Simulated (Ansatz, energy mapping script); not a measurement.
# Spin model of MnS (Browneite) from collinear orders

Wanted: the magnetic order of MnS (Browneite), its couplings and an estimate of its ordering temperature, by PBE+25 % on-site EXX.

Main program and level: Ansatz 0.2.0; PBE with 25 % exact exchange on Mn d, ortho-atomic projectors; plane waves, collinear spin, no spin–orbit coupling.

## Step 1: The structure

The structure is cubic, space group F-43m (No. 216). The conventional cell has a = 5.600 Å, b = 5.600 Å, c = 5.600 Å, α = 90.00°, β = 90.00°, γ = 90.00°. Nearest to Mn lie 4 S at 2.42 Å. Nearest to S lie 4 Mn at 2.42 Å. Farther neighbours and most contacts between anions are not listed.

As a file:

```cif
data_structure
_symmetry_space_group_name_H-M 'F-43m'
_symmetry_Int_Tables_number 216
_cell_length_a 5.6000
_cell_length_b 5.6000
_cell_length_c 5.6000
_cell_angle_alpha 90.000
_cell_angle_beta 90.000
_cell_angle_gamma 90.000
_cell_volume 175.62
loop_
_atom_site_label
_atom_site_type_symbol
_atom_site_symmetry_multiplicity
_atom_site_Wyckoff_symbol
_atom_site_fract_x
_atom_site_fract_y
_atom_site_fract_z
_atom_site_occupancy
Mn1 Mn 4 a 0.00000 0.00000 0.00000 1
S1 S 4 d 0.25000 0.25000 0.75000 1
```

Exact exchange inside the open shell alone is meant to stand in for a hybrid functional at about the cost of a +U run; the other states stay uncorrected.

## Step 2: Order 1: parallel, cell A of 4 atoms

Each cell gets its own parallel run on the same mesh, so that most of the mesh error cancels in the differences.

Input file input.yaml:

```yaml
crystal:
  lattice:
    - [0.0, -2.8, -2.8]
    - [0.0, 2.8, -2.8]
    - [5.6, 0.0, 0.0]
  atoms:
    - { symbol: Mn, position: [0.5, 0.5, 0.5], spin: 4.5 }
    - { symbol: Mn, position: [0.0, 0.0, 0.0], spin: 4.5 }
    - { symbol: S, position: [0.0, 0.5, 0.75] }
    - { symbol: S, position: [0.5, 0.0, 0.25] }
magnetization:
  spin_polarized: true
kpoints:
  mp_grid: { grid: [6, 6, 4] }
hamiltonian:
  xc: pbe
  hubbard:
    sites: [{ species: Mn, l: d, exx: { coeff: 0.25 } }]
    projectors: ortho-atomic
scf:
  occupations: { method: fermi_dirac, width: 0.05 }
output:
  eigenvalues: true
```

Run with:

```bash
$ ansatz run input.yaml --threads 4 --pin off --max-ram 8192MiB --backend cpu --events-out ev --progress --plain --runs-dir out
```

Numbers of over 12 decimals in the logs are rounded to 6 here.

Output:

```text
Engine: ansatz 0.2.0, aarch64-unknown-linux-gnu
Pseudopotentials: kind: paw
Pseudopotential: Mn, paw, valence charge 15, recommended cutoff 420 eV (normal), Mn.paw.azcp
Pseudopotential: S, paw, valence charge 6, recommended cutoff 420 eV (normal), S.paw.azcp
Functional definition: PBE
  parameter kappa = 0.804
  parameter beta = 0.066725
  exchange = pbe_x(kappa = kappa, mu = beta*pi^2/3)
  correlation = pbe_c(beta = beta)
Crystal: 4 atoms, lattice volume = 87.808 Å³
Basis set: ecut = 420 eV, 1715 PW (Γ)
Bands: 31, of which v1, the nominal top of the filled ones, is band 21 counted from 1 (20 counted from 0)
Symmetry: 16 space group operations
Space group: F-43m (ITA 216), of the structure as read, at distance tolerance 4.4e-5 Å
Magnetic group: BNS 216.74 (UNI 1576), of the structure as read, at distance tolerance 4.4e-5 Å
k-points: 30 of 144 (time reversal used)
Non-local potential: Mn, projectors of the file, l = 0: 3, l = 1: 2, l = 2: 3, l = 3: 1
Non-local potential: S, projectors of the file, l = 0: 2, l = 1: 2, l = 2: 2
PAW form: soft (Blöchl's): semilocal exchange-correlation on the pseudo side does not see the compensation charge
PAW one-centre angular grid: Mn, 590 points (default); XC on 64 Gauss nodes
PAW one-centre angular grid: S, 110 points (default); XC on 64 Gauss nodes
Initial density: superposition of atomic densities (chi_scale 0.1, normalization cell, long waves kept (reshape's long-wave potential 0.00 eV rms))
Starting moments: Σ|m| = 9 μB on 2 of 4 sites
Initial wavefunctions: pseudopotential atomic-orbital guess
Functional: x = pbe(κ = 0.804, μ = 0.219515), c = pbe(β = 0.066725)
SCF iter   1: F=—  HF=-9593.081845 eV  |F-HF|=—  |Δ(HF+E_count)|=         —  Δρ=5.52e-2 (↑5.52e-2 ↓2.56e-2)  dr2=3.96e0  dr2_m=4.41e-1  M=10.000 μB ∫|m|=10.000 μB  β_m=1.00  ethr=3.10e-3  ⟨swp⟩=5.7  Hψ=7255  notcnv=0
preconditioner: auto → Resta (q_TF=auto, 2.413 Å⁻¹)  ε∞=5.9  [insulator: Δε(μ)=0.848 eV  Ē_g=9.084 eV  σ=0.050 eV  W_gap=1.00  n_scr=20 (ndim 8)  ℏωp=20.2 eV  f_vac=0.000  D(μ)=0.00/eV (n_scr^D=0)  ε∞_Penn≈5.9]
spin=Collinear: Resta preconditioning applied to the charge; magnetization (m = ρ↑ − ρ↓) channel mixes plain (no charge-response kernel on spin).
SCF iter   2: F=—  HF=-9592.698430 eV  |F-HF|=—  |Δ(HF+E_count)|=   3.83e-1  Δρ=1.80e-2 (↑1.80e-2 ↓1.32e-2)  dr2=8.98e-1  dr2_m=2.14e-2  M=10.000 μB ∫|m|=10.000 μB  β_m=1.00  ethr=3.10e-3  ⟨swp⟩=2.7  Hψ=3997  notcnv=0  defer=136
SCF iter   3: F=—  HF=-9592.761842 eV  |F-HF|=—  |Δ(HF+E_count)|=   6.34e-2  Δρ=7.78e-3 (↑7.78e-3 ↓6.76e-3)  dr2=2.18e-1  dr2_m=4.70e-3  M=10.000 μB ∫|m|=10.000 μB  β_m=1.00  ethr=2.14e-3  ⟨swp⟩=2.4  Hψ=2622  notcnv=0  defer=136
SCF iter   4: F=—  HF=-9592.855928 eV  |F-HF|=—  |Δ(HF+E_count)|=   9.41e-2  Δρ=4.29e-3 (↑4.29e-3 ↓2.13e-3)  dr2=2.17e-2  dr2_m=1.76e-3  M=10.000 μB ∫|m|=10.000 μB  β_m=1.00  ethr=5.19e-4  ⟨swp⟩=2.3  Hψ=3157  notcnv=0  defer=136
SCF iter   5: F=—  HF=-9592.918808 eV  |F-HF|=—  |Δ(HF+E_count)|=   6.29e-2  Δρ=1.51e-3 (↑1.51e-3 ↓1.34e-3)  dr2=4.14e-3  dr2_m=2.94e-4  M=10.000 μB ∫|m|=10.000 μB  β_m=1.00  ethr=5.16e-5  ⟨swp⟩=2.5  Hψ=3116  notcnv=0  defer=136
SCF iter   6: F=—  HF=-9592.940974 eV  |F-HF|=—  |Δ(HF+E_count)|=   2.22e-2  Δρ=7.25e-4 (↑7.25e-4 ↓5.36e-4)  dr2=6.44e-4  dr2_m=2.04e-5  M=10.000 μB ∫|m|=10.000 μB  β_m=1.00  ethr=9.85e-6  ⟨swp⟩=2.0  Hψ=2843  notcnv=0  defer=136
SCF iter   7: F=—  HF=-9592.952731 eV  |F-HF|=—  |Δ(HF+E_count)|=   1.18e-2  Δρ=3.67e-4 (↑3.67e-4 ↓2.34e-4)  dr2=1.89e-4  dr2_m=2.39e-5  M=10.000 μB ∫|m|=10.000 μB  β_m=0.30  ethr=1.53e-6  ⟨swp⟩=2.0  Hψ=3348  notcnv=0  defer=136
Mixer restart at iter 7: flushing history
spin-set hold released at iteration 7 (site moments contracting): the magnetisation degrees of freedom join the quasi-Newton model from the next iteration; the mixer history was flushed
SCF iter   8: F=—  HF=-9592.957936 eV  |F-HF|=—  |Δ(HF+E_count)|=   5.21e-3  Δρ=1.99e-4 (↑1.62e-4 ↓1.99e-4)  dr2=7.07e-5  dr2_m=3.42e-6  M=10.000 μB ∫|m|=10.000 μB  β_m=0.64  ethr=4.49e-7  ⟨swp⟩=2.0  Hψ=2670  notcnv=0  defer=136
SCF iter   9: F=—  HF=-9592.963213 eV  |F-HF|=—  |Δ(HF+E_count)|=   5.28e-3  Δρ=3.71e-4 (↑3.71e-4 ↓7.25e-5)  dr2=9.16e-5  dr2_m=2.03e-5  M=10.000 μB ∫|m|=10.000 μB  β_m=0.55  ethr=1.68e-7  ⟨swp⟩=2.0  Hψ=3097  notcnv=0  defer=136
SCF iter  10: F=—  HF=-9592.963180 eV  |F-HF|=—  |Δ(HF+E_count)|=   3.27e-5  Δρ=4.64e-5 (↑4.64e-5 ↓3.90e-5)  dr2=3.60e-6  dr2_m=8.66e-7  M=10.000 μB ∫|m|=10.000 μB  β_m=0.78  ethr=1.68e-7  ⟨swp⟩=2.0  Hψ=2916  notcnv=0  defer=136
SCF iter  11: F=—  HF=-9592.963187 eV  |F-HF|=—  |Δ(HF+E_count)|=   7.03e-6  Δρ=2.59e-5 (↑2.59e-5 ↓1.36e-5)  dr2=1.04e-6  dr2_m=1.22e-7  M=10.000 μB ∫|m|=10.000 μB  β_m=0.89  ethr=8.57e-9  ⟨swp⟩=2.0  Hψ=2360  notcnv=0  defer=136
SCF iter  12: F=—  HF=-9592.963190 eV  |F-HF|=—  |Δ(HF+E_count)|=   2.58e-6  Δρ=4.60e-6 (↑4.60e-6 ↓4.45e-6)  dr2=1.06e-7  dr2_m=5.27e-10  M=10.000 μB ∫|m|=10.000 μB  β_m=0.94  ethr=2.49e-9  ⟨swp⟩=2.0  Hψ=2460  notcnv=0  defer=136
SCF iter  13: F=-9592.963190 eV  HF=-9592.963190 eV  |F-HF|=2.06e-9  |Δ(HF+E_count)|=   2.67e-7  Δρ=3.04e-6 (↑3.04e-6 ↓9.26e-7)  dr2=9.95e-9  dr2_m=1.20e-9  M=10.000 μB ∫|m|=10.000 μB  ethr=2.38e-10  ⟨swp⟩=7.5  Hψ=6856  notcnv=0
SCF 1 converged in 13 iterations: F = -9592.963190 eV  dr2 = 9.95e-9
  greatest PAW one-centre occupation: 1.003 electrons in one spin orbital (limit 2), on the Mn atom at site 1 (counted from 0), in its partial waves of l = 1
SCF converged after 13 iterations
Magnetization: 10.0000 μB (26.0000 up, 16.0000 down)
Absolute magnetization: 10.0000 μB (∫|ρ↑−ρ↓|, with the PAW one-centre terms)
Spin contamination: 0.0271 ħ² per cell (⟨S²⟩ above its minimum at these occupations)
Per-site moments (μB) at R_I (Å): [(4.360426, 1.000259), (4.360426, 1.000259), (0.042063, 1.000259), (0.042063, 1.000259)]
Free energy (F): -9592.963190 eV
Harris-Foulkes:  -9592.963190 eV  (|F-HF|=2.06e-9)
Internal energy: -9592.963190 eV  (E = F + TS)
E sigma→0 (E₀):  -9592.963190 eV
Entropy (-TS):   -0.000000 eV (-0.000 meV/atom)
Fermi energy:    7.963858 eV
--- Per-component energies (eV) ---
  E_band       = -730.608729
  E_kinetic    = 808.714678
  E_local      = -5581.888215  (includes V_loc(G=0)·N_el)
  E_nonlocal   = 560.243421
  E_hartree    = 2285.871504
  E_xc         = -416.344573
  E_vxc        = -458.684378  (∫ρ·V_xc dr)
  E_hubbard    = 10.413713  (on-site DFT+U / exact-exchange correction)
  E_vhub       = -8.527037  (the Hubbard potential's part of the band-sum identity)
  E_paw        = -3811.779372  (= ΣΔE_a)
  E_vpaw       = -622.202017  (= ΣTr[D̂ρ^β])
  E_aug_tail   = -0.000016  (compensation charges beyond the density's cutoff)
  E_ewald      = -3448.194329
  E_smearing   = -0.000000  (= −TS)
  E_closure    = 0.000000  (closes the sum)
  Σ components = -9592.963190   (vs F -9592.963190, Δ=0.00e0)
--- On-site exact exchange (per corrected site; eV) ---
  site 0 (l=d): alpha=0.2500 dc=exchange radial=all-electron (raw norm 1.0000)  F^k = [21.0300, 9.4328, 5.8157, 0.0000]  J_bar=1.0892  alpha(F0-J_bar)=4.9852
           E_x^HF=-62.882839  E_dc=-83.710265  alpha(E_x^HF-E_dc)=5.206857
  site 1 (l=d): alpha=0.2500 dc=exchange radial=all-electron (raw norm 1.0000)  F^k = [21.0300, 9.4328, 5.8157, 0.0000]  J_bar=1.0892  alpha(F0-J_bar)=4.9852
           E_x^HF=-62.882839  E_dc=-83.710265  alpha(E_x^HF-E_dc)=5.206857
--- Band table (eV; the first three rows and the last of 60) ---
  k-point 0 ↑: bands = [... 17 lower, 2.8983, 3.0252, 3.0921, 3.8227, 4.8409, 4.8409, 7.3997, 7.3997, ... 6 higher]
  k-point 1 ↑: bands = [... 17 lower, 2.8496, 2.9262, 3.0633, 4.4648, 5.2253, 5.2253, 6.5567, 6.9830, ... 6 higher]
  k-point 2 ↑: bands = [... 17 lower, 2.7630, 2.9943, 2.9943, 5.5088, 5.5088, 6.0865, 6.0865, 6.0865, ... 6 higher]
  k-point 29 ↓: bands = [... 17 lower, 9.0925, 9.6398, 9.6398, 10.0050, 10.0050, 10.6869, 10.6869, 10.8790, ... 6 higher]
Occupation matrices written to <dir>
```

Elapsed: 4.9 s, on 4 threads of Arm Neoverse V2, shared host; peak memory 0.42 GiB.

Spin moment in the sphere by atom:

```tsv
atom	spin moment in the sphere (μB)
Mn1	4.36
Mn2	4.36
S3	0.04
S4	0.04
```

The run ends ferromagnetic.

## Step 3: Order 2: compensated +−, cell A of 4 atoms

This order reverses 8 of the 12 neighbours at 3.96 Å and 0 of the 6 neighbours at 5.60 Å, counted for an average magnetic atom.

input.yaml: that of step 2 with these lines changed.

```diff
@@ -7,3 +7,3 @@
     - { symbol: Mn, position: [0.5, 0.5, 0.5], spin: 4.5 }
-    - { symbol: Mn, position: [0.0, 0.0, 0.0], spin: 4.5 }
+    - { symbol: Mn, position: [0.0, 0.0, 0.0], spin: -4.5 }
     - { symbol: S, position: [0.0, 0.5, 0.75] }
```

Output:

```text
[...]
Crystal: 4 atoms, lattice volume = 87.808 Å³
Basis set: ecut = 420 eV, 1715 PW (Γ)
Bands: 31, of which v1, the nominal top of the filled ones, is band 21 counted from 1 (20 counted from 0)
Symmetry: 8 space group operations
[...]
k-points: 30 of 144 (time reversal used)
[...]
Starting moments: Σ|m| = 9 μB on 2 of 4 sites
Starting magnetic order: antiferromagnet; a translation exchanges its spin sublattices: spin-degenerate at every k-point
[...]
SCF iter   1: F=—  HF=-9593.371937 eV  |F-HF|=—  |Δ(HF+E_count)|=         —  Δρ=4.22e-2 (↑4.22e-2 ↓4.22e-2)  dr2=4.42e0  dr2_m=2.91e-1  M=-0.000 μB ∫|m|=9.287 μB  β_m=1.00  ethr=3.10e-3  ⟨swp⟩=5.2  Hψ=7323  notcnv=0  defer=4
[...]
SCF iter  14: F=-9593.166217 eV  HF=-9593.166217 eV  |F-HF|=3.82e-11  |Δ(HF+E_count)|=   1.39e-9  Δρ=3.07e-7 (↑2.59e-7 ↓3.07e-7)  dr2=2.81e-10  dr2_m=9.47e-12  M=0.000 μB ∫|m|=9.674 μB  ethr=3.13e-11  ⟨swp⟩=1.0  Hψ=4420  notcnv=0
SCF 1 converged in 14 iterations: F = -9593.166217 eV  dr2 = 2.81e-10
[...]
SCF converged after 14 iterations
an eigenvalue changed by more than its tolerance at an iteration that met the thresholds in force, so the SCF went on 1 time: the last check found none over its tolerance
Magnetization: 0.0000 μB (21.0000 up, 21.0000 down)
Absolute magnetization: 9.6732 μB (∫|ρ↑−ρ↓|, with the PAW one-centre terms)
[...]
Per-site moments (μB) at R_I (Å): [(4.291051, 1.000259), (-4.291051, 1.000259), (2.263785141763443e-6, 1.000259), (2.263785141679065e-6, 1.000259)]
Free energy (F): -9593.166217 eV
[...]
Internal energy: -9593.166217 eV  (E = F + TS)
E sigma→0 (E₀):  -9593.166217 eV
Fermi energy:    7.623858 eV
[...]
--- On-site exact exchange (per corrected site; eV) ---
[...]
E_x^HF=-62.712385  E_dc=-83.942416  alpha(E_x^HF-E_dc)=5.307508
[...]
E_x^HF=-62.712392  E_dc=-83.942429  alpha(E_x^HF-E_dc)=5.307509
--- Band table (eV; the first three rows and the last of 60) ---
  k-point 0 ↑: bands = [... 17 lower, 4.2477, 5.9359, 6.2967, 6.2967, 8.8473, 9.5524, 9.7355, 9.9320, ... 6 higher]
  k-point 1 ↑: bands = [... 17 lower, 4.3169, 5.5938, 6.2500, 6.2500, 9.4887, 9.5959, 9.9293, 10.2262, ... 6 higher]
  k-point 2 ↑: bands = [... 17 lower, 4.3887, 5.3180, 6.1998, 6.1998, 9.6102, 9.9266, 10.6111, 10.8234, ... 6 higher]
  k-point 29 ↓: bands = [... 17 lower, 4.0539, 4.1368, 4.1368, 4.6960, 9.7675, 9.7675, 10.0301, 10.1917, ... 6 higher]
Occupation matrices written to <dir>
```

Run time: 5.7 s. Hardware: 4 threads; peak memory 0.44 GiB; 22 s of CPU time.

Spin moment in the sphere by atom:

```tsv
atom	spin moment in the sphere (μB)
Mn1	4.29
Mn2	-4.29
S3	0.00
S4	0.00
```

The run ends antiferromagnetic, 101.51 meV a magnetic atom below the parallel order of its cell.

## Step 4: Parallel start in cell B (4 atoms)

A new cell needs its own zero of energy.

This run holds the same structure in another cell (c 5.600 → 6.859 Å, α 90.0 → 73.2°, β 90.0 → 73.2°, γ 90.0 → 60.0°).

input.yaml, the sections that differ from step 3:

```yaml
crystal:
  lattice:
    - [0.0, -2.8, -2.8]
    - [-2.8, 0.0, -2.8]
    - [2.8, 2.8, -5.6]
  atoms:
    - { symbol: Mn, position: [0.5, 0.5, 0.5], spin: 4.5 }
    - { symbol: Mn, position: [0.0, 0.0, 0.0], spin: 4.5 }
    - { symbol: S, position: [0.125, 0.125, 0.625] }
    - { symbol: S, position: [0.625, 0.625, 0.125] }
kpoints:
  mp_grid: { grid: [7, 7, 7] }
# magnetization, hamiltonian, scf, output: as in step 3
```

Output:

```text
[...]
Crystal: 4 atoms, lattice volume = 87.808 Å³
Basis set: ecut = 420 eV, 1731 PW (Γ)
Bands: 31, of which v1, the nominal top of the filled ones, is band 21 counted from 1 (20 counted from 0)
Symmetry: 12 space group operations
[...]
k-points: 44 of 343 (time reversal used)
[...]
Starting moments: Σ|m| = 9 μB on 2 of 4 sites
[...]
k-point 0 ↑: bands = [... 17 lower, 2.8980, 2.9949, 2.9949, 3.2813, 6.3726, 6.3726, 7.3995, 7.3995, ... 6 higher]
  k-point 1 ↑: bands = [... 17 lower, 2.8954, 2.9800, 2.9800, 3.4880, 6.4236, 6.4236, 6.9932, 7.3454, ... 6 higher]
  k-point 2 ↑: bands = [... 17 lower, 2.8910, 2.9454, 2.9454, 4.0065, 6.2655, 6.5648, 6.5648, 7.1975, ... 6 higher]
  k-point 43 ↓: bands = [... 17 lower, 9.3279, 9.6956, 9.7068, 9.9076, 9.9378, 10.8082, 10.8198, 10.8206, ... 6 higher]
Occupation matrices written to <dir>
[key lines of the parts left out:]
SCF converged after 13 iterations
Magnetization: 10.0000 μB (26.0000 up, 16.0000 down)
Free energy (F): -9592.963743 eV
Fermi energy:    7.970875 eV
```

Elapsed: 6.9 s, on 4 threads; peak memory 0.48 GiB; 26 s of CPU time.

The run ends ferromagnetic. For each magnetic atom its energy differs from the parallel run of the first cell by -0.28 meV, an error that one common reference would have brought in.

## Step 5: Run 4 (compensated +−; cell B, 4 atoms)

This order reverses 6 of the 12 neighbours at 3.96 Å and 6 of the 6 neighbours at 5.60 Å, counted for an average magnetic atom.

input.yaml: that of step 4 with these lines changed.

```diff
@@ -7,3 +7,3 @@
     - { symbol: Mn, position: [0.5, 0.5, 0.5], spin: 4.5 }
-    - { symbol: Mn, position: [0.0, 0.0, 0.0], spin: 4.5 }
+    - { symbol: Mn, position: [0.0, 0.0, 0.0], spin: -4.5 }
     - { symbol: S, position: [0.125, 0.125, 0.625] }
```

Output:

```text
[...]
Crystal: 4 atoms, lattice volume = 87.808 Å³
Basis set: ecut = 420 eV, 1731 PW (Γ)
Bands: 31, of which v1, the nominal top of the filled ones, is band 21 counted from 1 (20 counted from 0)
Symmetry: 6 space group operations
[...]
k-points: 44 of 343 (time reversal used)
[...]
Starting moments: Σ|m| = 9 μB on 2 of 4 sites
[...]
k-point 0 ↑: bands = [... 17 lower, 4.7844, 6.1174, 6.7934, 6.7934, 8.8563, 9.7817, 9.7817, 10.6260, ... 6 higher]
  k-point 1 ↑: bands = [... 17 lower, 4.7798, 5.9606, 6.7892, 6.7892, 9.0642, 9.7906, 9.7906, 10.6331, ... 6 higher]
  k-point 2 ↑: bands = [... 17 lower, 4.7693, 5.6315, 6.7798, 6.7798, 9.5370, 9.8103, 9.8103, 10.6470, ... 6 higher]
  k-point 43 ↓: bands = [... 17 lower, 4.0123, 4.7094, 4.9939, 5.2544, 9.4807, 9.6073, 9.9965, 10.3787, ... 6 higher]
Occupation matrices written to <dir>
[key lines of the parts left out:]
SCF converged after 14 iterations
Magnetization: 0.0000 μB (21.0000 up, 21.0000 down)
Free energy (F): -9593.120103 eV
Fermi energy:    7.885467 eV
```

It took 7.9 s on 4 threads; peak memory 0.5 GiB.

The run ends antiferromagnetic, 78.18 meV a magnetic atom below the parallel order of its cell.

## Step 6: Mapping onto a Heisenberg model

Each energy difference is a sum of couplings weighted by the pairs that the order reverses. A few near shells are fitted to the differences by least squares. Energies are those extrapolated to zero occupation width, not the free energies F.

Energies from the parallel order of the same cell:

```tsv
order	atoms	energy (meV a magnetic atom)	moments (μB)	moments kept as typed	opposed neighbours at 3.96, 5.60 Å
parallel in cell A	4	0.00	4.36	yes	0, 0
compensated +− in cell A	4	-101.51	4.29	yes	8, 0
parallel in cell B	4	0.00	4.36	yes	0, 0
compensated +− in cell B	4	-78.18	4.31	yes	6, 6
```

The Heisenberg fit (each pair counts twice, positive J is ferromagnetic):

```tsv
pair	distance (Å)	neighbours	J (meV)
Mn–Mn	3.96	12	-6.34
Mn–Mn	5.60	6	-0.170
```

These orders cannot tell some unfitted shells from fitted ones: the value at 3.96 Å holds J(3.96) + 2 J(6.86); other unfitted shells add to the values wholly or in part. No temperature is drawn.

## Step 7: Beside the first set of runs

The first set of orders, under PBE+U (4 eV), took 94 s of CPU time summed over its finished orders (seed run apart), these 96 s.

```tsv
quantity	this set	first set
J at 3.96 Å, meV	-6.34	-6.54
J at 5.60 Å, meV	-0.170	-0.167
```

The coupling that led in the first set goes from -6.54 to -6.34 meV.

## Step 8: Results

```json
{
  "lowest order tried": "compensated +− in cell A",
  "largest fitted value (a combination of shells), Mn–Mn at 3.96 Å": "-6.34 meV"
}
```

Of the orders tried, MnS (Browneite) prefers the order “compensated +− in cell A” under PBE+25 % on-site EXX, with 8 of 12 neighbours at 3.96 Å and 0 of 6 neighbours at 5.60 Å opposed. Orders that were not tried, spirals among them, may lie lower. The coupling at 3.96 Å is 0.97 times that of the first set, at 1.0 times the CPU time. The largest fitted value is -6.3 meV, at 3.96 Å. It is a combination of shells that these orders cannot split, so neither its size nor its sign can be laid on that pair alone. The orders also reverse pairs at 6.86 Å, which are not fitted, so the fitted values hold their part too. No fitted order reverses the pairs at 7.92 Å, so their coupling is unknown and is set to zero in the model. 2 energy differences fix 2 couplings with none to spare, so the fit tests nothing. In the fitted orders moments change by up to 1.6 % against the parallel run of the same cell, so their size stays put. With a near shell that the orders cannot separate, no temperature is given.

[Logs and program files are shortened in this print: banners, set-up blocks, solver, clock and traceback lines can be left out without a mark of their own.]

[Logs are printed without paths, hosts, clocks, repeated set-up lines and the standing remarks that a program may print on its own settings, such as how far it seeks lower states.]

[Hosts, paths, dates, database ids (printed as entryN), source tags and the programs' standing remarks are cut or masked in the printed files.]

[Where a cell is said to come from a database of computed structures, the database is the Materials Project.]
